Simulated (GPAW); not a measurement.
Crystal: CdO.

```
CELL_PARAMETERS angstrom
0.00000 2.10550 2.10550
2.10550 0.00000 2.10550
2.10550 2.10550 0.00000
ATOMIC_POSITIONS crystal
Cd 0.00000 0.00000 0.00000
O 0.50000 0.50000 0.50000
```

The cell was built by a generator and isn't the measured one.

Base run:

- Program: GPAW 26.7.0
- Functional: GLLB-SC
- Potentials or basis: the program's PAW data sets (release 1.2.1) made for this functional
- Cutoff: 600 eV
- Basis: pw
- k mesh: 8 × 8 × 8
- Occupations: fermi-dirac, width 0.05 eV
- Spin: no spin polarisation

Its results: band gap on the k mesh with the derivative discontinuity 1.32 eV.

Task: The run is repeated on the same cell with these changes: functional from GLLB-SC to PBE; potentials or basis from the program's PAW data sets (release 1.2.1) made for this functional to GPAW PAW data sets (gpaw-data 1.2.1). What comes out?

Result: Band gap on the k mesh 0.25 eV, indirect (least direct gap 3.54 eV).

Caveats: the GLLB-SC gap is the Kohn-Sham gap of the path plus the derivative discontinuity (some runs); a model potential gives levels but no total energy (some runs).

A k mesh can miss the band edges.
